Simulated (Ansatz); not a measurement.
Level of theory: DFT PBE, scalar-relativistic, plane waves, PAW in Ansatz 0.2.0. All cells share a 420 eV cutoff and Γ-centred k meshes spaced at most about 0.3 Å⁻¹ (about 0.25 or finer for metals, 2π included). No spin polarisation in the final relaxations.

All energies are static (0 K, no zero-point motion).

Two relaxed structures of GaP:

A. Space group Pm-3m (No. 221), cubic, a = 3.216 Å. Ga has 8 P at 2.78 Å and 6 Ga at 3.22 Å; P is surrounded by 8 Ga at 2.78 Å and 6 P at 3.22 Å.

B. Space group I4_1/amd (No. 141), tetragonal, a = 4.838 Å, c = 5.731 Å. Ga is surrounded by 4 Ga at 2.81 Å, 6 P at 2.81–2.87 Å and 4 P at 3.42 Å; P is surrounded by 6 Ga at 2.81–2.87 Å, 4 P at 2.81 Å and 4 Ga at 3.42 Å.

**Question.** Which would you expect to be lower, and how large is the difference?

**Answer.** A is lower, by 41 meV/atom. A has the caesium chloride type, space group Pm-3m (No. 221), 16.6 Å³/atom and no gap on its mesh; B has space group I4_1/amd (No. 141), 16.8 Å³/atom and no gap. Counting P atoms around Ga (those within 1.25 times the shortest such distance or 1.15 times the sum of covalent radii; a plus sign parts nearer from farther groups; the shortest distance is added where it is long for a bond), A has Ga 8 from 2.8 Å and B has Ga 6+4 from 2.8 Å. Even the lower one lies +0.32 eV/atom against the reference forms of the elements (uncorrected), so neither is stable at this level. Both come from invented guesses. A third cell relaxed alike, in F-43m (a cell as deposited in COD), lies 0.75 eV/atom below the lower of the two.

Cells relaxed within their symmetry can be saddle points.
